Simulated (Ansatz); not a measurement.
# MoS2 (R3m): one cell, many starting occupations (series 2)

Task: map the metastable states of MoS2 (R3m) by varying the start. Cell and atoms stay fixed.

Program: Ansatz 0.2.0. Level of theory: DFT LDA+U (U = 4 eV, J = 0.5 eV on Mo d), plane waves, PAW. These are calculated values, not measurements.

**1. The structure to begin with**

It takes space group R3m (No. 160, trigonal). The conventional cell has a = 3.163 Å, b = 3.163 Å, c = 18.370 Å, α = 90.00°, β = 90.00°, γ = 120.00°. Mo (site symmetry 3m) is surrounded by 6 S at 2.36 Å. S (site symmetry 3m) is surrounded by 3 Mo at 2.36 Å.

Structure file:

```
CELL_PARAMETERS angstrom
1.58150 0.91308 6.12333
-1.58150 0.91308 6.12333
0.00000 -1.82616 6.12333
ATOMIC_POSITIONS crystal
Mo 0.00000 0.00000 0.00000
S 0.74840 0.74840 0.74840
S 0.58490 0.58490 0.58490
```

Magnetic order typed: ferromagnetic.

The runs: random orbitals: single harmonics, second filling; random orbitals: fully mixed, first filling; random orbitals: single harmonics, first filling; random orbitals: fully mixed, one electron more; random orbitals: drawn by pairs, second filling.

An earlier series on this cell reached its lowest free state from «from atoms, default search», perhaps among other starts (it ended without moments).

**2. Random orbitals: single harmonics, second filling**

The input, input.yaml:

```yaml
crystal:
  lattice:
    - [1.58149989, 0.91307939, 6.12332821]
    - [-1.58149989, 0.91307939, 6.12332821]
    - [0.0, -1.82615878, 6.12332821]
  atoms:
    - { symbol: Mo, position: [0.0, 0.0, 0.0], spin: 0.3 }
    - { symbol: S, position: [0.7484, 0.7484, 0.7484] }
    - { symbol: S, position: [0.5849, 0.5849, 0.5849] }
basis:
  ecutwfc: 420
  ecutrho_ratio: 4
kpoints:
  mp_grid: { grid: [7, 7, 7] }
hamiltonian:
  xc: lda
  hubbard:
    sites:
      - { site: 0, l: d, u: 4.0, j: 0.5, starting_ns: [{ spin: up, occupation_matrix: s0up }, { spin: down, occupation_matrix: s0down }] }
    occupation_matrices:
      s0up:
        matrix:
          - [0.02, 0.0, 0.0, 0.0, 0.0]
          - [0.0, 0.02, 0.0, 0.0, 0.0]
          - [0.0, 0.0, 0.02, 0.0, 0.0]
          - [0.0, 0.0, 0.0, 0.02, 0.0]
          - [0.0, 0.0, 0.0, 0.0, 0.97]
      s0down:
        matrix:
          - [0.02, 0.0, 0.0, 0.0, 0.0]
          - [0.0, 0.02, 0.0, 0.0, 0.0]
          - [0.0, 0.0, 0.97, 0.0, 0.0]
          - [0.0, 0.0, 0.0, 0.02, 0.0]
          - [0.0, 0.0, 0.0, 0.0, 0.02]
    ns_hold: { iters: 5 }
scf:
  occupations: { method: gaussian, width: 0.05 }
  lower_state_search: "off"
  max_iter: 150
output:
  forces: true
  stress: true
  eigenvalues: true
  populations: true
  hubbard: { sites: [{ site: 0, l: d }] }
magnetization:
  spin_polarized: true
```

The typed matrices put 0.97 on the chosen orbitals and 0.02 on the others, and are held for 5 cycles.

On the command line:

```bash
$ ansatz run input.yaml --threads 2 --pin off --max-ram 3072MiB --backend cpu --events-out ev --progress --plain --runs-dir out
```

Standard output, cut to the lines that bear on the results:

```text
Warning: crystal.symmetry: narrowed to the stabiliser of the occupation matrices — unitary ops 6 → 2; lowered by the specified shell (site 0, l: d); largest admitted image defect 4.4e-16, smallest excluded 7.1e-1 — at a splitting's scale: the group the occupation matrices' own texture admits
Warning: RAYON_NUM_THREADS=2 ignored (pool sized by the plan → 2); use --threads N
[...]
Mo: projections on atomic orbitals take those of the free atom [Ar 3d10] 4s2 4p6 4d5 5s1, of charge +0.00 (hamiltonian.pseudopotentials.projection_atoms); the dataset's partial waves leave at most 6.0e-6 of an orbital's norm unspanned inside its sphere
S: projections on atomic orbitals take those of the free atom [Ne] 3s2 3p4, of charge +0.00 (hamiltonian.pseudopotentials.projection_atoms); the dataset's partial waves leave at most 1.6e-7 of an orbital's norm unspanned inside its sphere
[...]
Pseudopotentials: kind: paw
Pseudopotential: Mo, paw, valence charge 14, recommended cutoff 420 eV (normal), Mo.paw.azcp
Pseudopotential: S, paw, valence charge 6, recommended cutoff 420 eV (normal), S.paw.azcp
Functional definition: SPW92
[...]
Crystal: 3 atoms, lattice volume = 53.054 Å³
Basis set: ecut = 420 eV, 1011 PW (Γ), FFT grids on a1−a3, a2−a3, a3
Bands: 18, of which v1, the nominal top of the filled ones, is band 13 counted from 1 (12 counted from 0)
Symmetry: 2 space group operations
k-points: 100 of 343 (time reversal used)
[...]
Starting moments: Σ|m| = 0.3 μB on 1 of 3 sites
[...]
SCF iter   1: F=—  HF=-6579.058858 eV  |F-HF|=—  |Δ(HF+E_count)|=         —  Δρ=5.99e-2 (↑5.99e-2 ↓4.55e-2)  dr2=8.87e0  dr2_m=9.30e-2  M=0.138 μB ∫|m|=0.504 μB  β_m=0.30  ethr=3.10e-3  ⟨swp⟩=6.1  Hψ=20122  notcnv=0
[...]
spin=Collinear: Kerker preconditioning applied to the charge; magnetization (m = ρ↑ − ρ↓) channel mixes plain (no charge-response kernel on spin).
[...]
WARN: the starting moments were not kept: the SCF closed with an absolute magnetisation of 3.8e-6 μB, where they sum to 0.3 μB in size (1 site). That is at most 0.1 of that sum. Measured as dr2_m measures the in/out step, that magnetisation stands 4.5e-12 eV from none, at or under the [...]
WARN: hamiltonian.hubbard: on 2 of 2 specified blocks the occupation matrix of this SCF's result fails the test of the specified filling. At site 0 ↑ (sites count from 0 in the list of atoms of the cell that this SCF solves) the least filled combination of the orbitals specified full has [...]
--- Specified on-site occupations, and those of the state reported ---
  electrons in the specified blocks: 2.1000 specified, 5.2457 found
  site 0 (l=d) ↓: largest change of an orbital's occupation 0.5869; electrons 1.0500 specified, 2.6229 found; spectral distance 1.0356
  site 0 (l=d) ↑: largest change of an orbital's occupation 0.5869; electrons 1.0500 specified, 2.6229 found; spectral distance 1.0356
--- Forces (eV/Å), atoms counted from 1 ---
  atom   1  Mo     0.00000000     0.00000083    -0.00125245
  atom   2  S      0.00000000     0.00000037     0.81043330
  atom   3  S      0.00000000    -0.00000005    -0.80918099
[...]
--- Stress (GPa, compression-positive) ---
       -1.082183       0.000000       0.000000
        0.000000      -1.082193       0.000005
        0.000000       0.000005       6.083967
  P = ⅓ Tr σ = 1.3065 GPa (13.065 kbar)
--- Band table (eV; the first three rows and the last of 200) ---
  k-point 0 ↑: bands = ["-50.5060", "-24.7307", "-24.5287", "-24.5287", "-4.3128", "-2.4473", "3.6484", "7.0731", "7.0731", "8.4257", "8.4257", "9.6027", "9.7213", "12.9499", "12.9499", "13.3985", "13.3985", "16.1634"]
[...]
Occupation matrices written to <dir>
--- Löwdin populations: 3 sites ---
  site symbol       q [e]    m [muB]
     0     Mo     13.7439     0.0000
     1      S      6.0229    -0.0000
     2      S      6.0263    -0.0000
  spilling = 0.007961 (of n_electrons = 26.000000)
--- Occupation matrices: 1 shell (run DFT+U table (all-electron-ortho-atomic); ε = 2.94e-4) ---
  Mo0 d_4D: site group C3v (3m)
  Mo0 d_4D up     Tr n = 2.6229  λ = 0.474 0.474 0.534 0.534 0.607  [2× xz 0.50 E(1.00) | 2× x2-y2 0.50 E(1.00) | z2 1.00 A1(1.00)]
  Mo0 d_4D dn     Tr n = 2.6229  λ = 0.474 0.474 0.534 0.534 0.607  [2× xz 0.50 E(1.00) | 2× x2-y2 0.50 E(1.00) | z2 1.00 A1(1.00)]
  specified occupation → Mo0 d_4D up: matrix, ‖Δ‖_F = 1.1002, Tr Δ = -1.5729, displaced = 1.2222, d_λ = 1.0356; orbital distance = 1.4142
  specified occupation → Mo0 d_4D dn: matrix, ‖Δ‖_F = 1.1514, Tr Δ = -1.5729, displaced = 1.2827, d_λ = 1.0356; orbital distance = 1.4142
  Tr n, λ and their labels are of the run-group-symmetrised matrices; stabiliser: 12 of 12 elements of G0×{1,Θ} (closed), max defect 4.5e-6 at τ = 6.2e-5
```

Wall time 12 s (2 threads of Intel Xeon 6975P-C (Granite Rapids), shared host); peak memory 0.56 GiB.

End state: a gap on the mesh of 0.86 eV, pressure 1.3 GPa, no moment over 0.05 μB in any sphere, largest force component 0.81 eV/Å, 2 symmetry operations imposed. The program reports that the typed filling wasn't kept.

How the shells are filled (orbitals counted by the eigenvalues of the occupation matrices):

```csv
shell,channel,electrons,over 0.8,0.2 to 0.8,under 0.2
Mo 4d (atom 1),up,2.62,0,5,0
Mo 4d (atom 1),down,2.62,0,5,0
```

**3. Random orbitals: fully mixed, first filling**

input.yaml, as its differences from that of step 2:

```diff
@@ -6,3 +6,3 @@
   atoms:
-    - { symbol: Mo, position: [0.0, 0.0, 0.0], spin: 0.3 }
+    - { symbol: Mo, position: [0.0, 0.0, 0.0], spin: 2.0 }
     - { symbol: S, position: [0.7484, 0.7484, 0.7484] }
@@ -22,7 +22,7 @@
         matrix:
-          - [0.02, 0.0, 0.0, 0.0, 0.0]
-          - [0.0, 0.02, 0.0, 0.0, 0.0]
-          - [0.0, 0.0, 0.02, 0.0, 0.0]
-          - [0.0, 0.0, 0.0, 0.02, 0.0]
-          - [0.0, 0.0, 0.0, 0.0, 0.97]
+          - [0.08207, -0.04225, 0.21174, -0.03758, 0.08414]
+          - [-0.04225, 0.05542, -0.12862, -0.0255, -0.11582]
+          - [0.21174, -0.12862, 0.77859, -0.24737, 0.15044]
+          - [-0.03758, -0.0255, -0.24737, 0.43481, 0.39843]
+          - [0.08414, -0.11582, 0.15044, 0.39843, 0.64912]
       s0down:
@@ -31,3 +31,3 @@
           - [0.0, 0.02, 0.0, 0.0, 0.0]
-          - [0.0, 0.0, 0.97, 0.0, 0.0]
+          - [0.0, 0.0, 0.02, 0.0, 0.0]
           - [0.0, 0.0, 0.0, 0.02, 0.0]
```

The typed matrices are held for 5 cycles.

On the command line:

```bash
$ ansatz run input.yaml --threads 2 --pin off --max-ram 3072MiB --backend cpu --events-out ev --progress --plain --runs-dir out
```

Standard output, cut to the lines that bear on the results:

```text
Warning: crystal.symmetry: narrowed to the stabiliser of the occupation matrices — unitary ops 6 → 1; lowered by the specified shell (site 0, l: d); largest admitted image defect 4.4e-16, smallest excluded 4.3e-1 — at a splitting's scale: the group the occupation matrices' own texture admits
Warning: RAYON_NUM_THREADS=2 ignored (pool sized by the plan → 2); use --threads N
[...]
Mo: projections on atomic orbitals take those of the free atom [Ar 3d10] 4s2 4p6 4d5 5s1, of charge +0.00 (hamiltonian.pseudopotentials.projection_atoms); the dataset's partial waves leave at most 6.0e-6 of an orbital's norm unspanned inside its sphere
S: projections on atomic orbitals take those of the free atom [Ne] 3s2 3p4, of charge +0.00 (hamiltonian.pseudopotentials.projection_atoms); the dataset's partial waves leave at most 1.6e-7 of an orbital's norm unspanned inside its sphere
[...]
[... 4 set-up lines as earlier in the session ...]
[...]
Crystal: 3 atoms, lattice volume = 53.054 Å³
Basis set: ecut = 420 eV, 1011 PW (Γ), FFT grids on a1−a3, a2−a3, a3
[...]
WARN: the starting moments were not kept: the SCF closed with an absolute magnetisation of 3.7e-6 μB, where they sum to 2 μB in size (1 site). That is at most 0.1 of that sum. Measured as dr2_m measures the in/out step, that magnetisation stands 3.7e-12 eV from none, at or under the [...]
WARN: hamiltonian.hubbard: on 2 of 2 specified blocks the occupation matrix of this SCF's result fails the test of the specified filling. At site 0 ↑ (sites count from 0 in the list of atoms of the cell that this SCF solves) the least filled combination of the orbitals specified full has [...]
--- Stress (GPa, compression-positive) ---
       -1.082200       0.000001       0.000000
        0.000001      -1.082214       0.000005
        0.000000       0.000005       6.083964
  P = ⅓ Tr σ = 1.3065 GPa (13.065 kbar)
--- Band table (eV; the first three rows and the last of 344) ---
  k-point 0 ↑: bands = ["-50.5060", "-24.7307", "-24.5287", "-24.5287", "-4.3128", "-2.4473", "3.6484", "7.0731", "7.0731", "8.4257", "8.4257", "9.6027", "9.7213", "12.9499", "12.9499", "13.3985", "13.3985", "16.1634"]
[...]
Occupation matrices written to <dir>
--- Löwdin populations: 3 sites ---
  site symbol       q [e]    m [muB]
     0     Mo     13.7439     0.0000
     1      S      6.0229    -0.0000
     2      S      6.0263    -0.0000
  spilling = 0.007961 (of n_electrons = 26.000000)
--- Occupation matrices: 1 shell (run DFT+U table (all-electron-ortho-atomic); ε = 2.20e-4) ---
  Mo0 d_4D: site group C3v (3m)
  Mo0 d_4D up     Tr n = 2.6229  λ = 0.474 0.474 0.534 0.534 0.607  [2× xz 0.50 E(1.00) | 2× x2-y2 0.50 E(1.00) | z2 1.00 A1(1.00)]
  Mo0 d_4D dn     Tr n = 2.6229  λ = 0.474 0.474 0.534 0.534 0.607  [2× xz 0.50 E(1.00) | 2× x2-y2 0.50 E(1.00) | z2 1.00 A1(1.00)]
  specified occupation → Mo0 d_4D up: matrix, ‖Δ‖_F = 1.1057, Tr Δ = -0.6228, displaced = 1.2298, d_λ = 0.9989; orbital distance = 1.5052
  specified occupation → Mo0 d_4D dn: matrix, ‖Δ‖_F = 1.1336, Tr Δ = -2.5229, displaced = 1.2614, d_λ = 1.1336; orbital distance = 0.0000
  Tr n, λ and their labels are of the run-group-symmetrised matrices; stabiliser: 12 of 12 elements of G0×{1,Θ} (closed), max defect 4.1e-6 at τ = 4.7e-5
```

Wall time 20 s (2 threads of Intel Xeon 6975P-C (Granite Rapids), shared host); peak memory 0.71 GiB.

End state: a gap on the mesh of 0.86 eV, pressure 1.3 GPa, no moment over 0.05 μB in any sphere, largest force component 0.81 eV/Å, 1 symmetry operation imposed. The program reports that the typed filling wasn't kept.

How the shells are filled (orbitals counted by the eigenvalues of the occupation matrices):

```csv
shell,channel,electrons,over 0.8,0.2 to 0.8,under 0.2
Mo 4d (atom 1),up,2.62,0,5,0
Mo 4d (atom 1),down,2.62,0,5,0
```

[end of part 1 of 2]
